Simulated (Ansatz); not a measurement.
**SnSe — 119Sn Mössbauer parameters**

Cell: an entry of the Crystallography Open Database (COD), ions relaxed with PBE at fixed cell.

```
Sn Se
1.0
     0.00000    3.01000    3.01000
     3.01000    0.00000    3.01000
     3.01000    3.01000    0.00000
Sn Se
1 1
Direct
  0.00000 0.00000 0.00000
  0.50000 0.50000 0.50000
```

Atoms are numbered from 1 in the order listed; like atoms form one site, named after its first atom.

All values are calculated (Ansatz; DFT, r2SCAN, plane waves and PAW, scalar-relativistic, 500 eV cutoff, Γ-centred 13×13×13 k-points, Fermi–Dirac smearing 0.02 eV), not measured.

Isomer shifts (against SnO₂) follow from the electron density at the nucleus, δ = α(ρ − ρ₀), with α = 0.093 mm s⁻¹ a₀³ and ρ₀ = 183072.84 a₀⁻³ from a line fitted to 8 measured compounds at this level of theory (rms miss 0.14 mm/s). ΔE_Q = ½eQV_zz(1 + η²/3)^½ with Q = -0.132 b for the 23.9 keV state.

(1) Where do the absorption lines lie?

Answers

(1) Sn (1 atom a cell): δ = 3.72, |ΔE_Q| = 0.00 mm/s, a single line at 3.72 mm/s.

Shifts outside the range of the fitted compounds (-0.5 to 3.2 mm/s for Sn) are extrapolations.
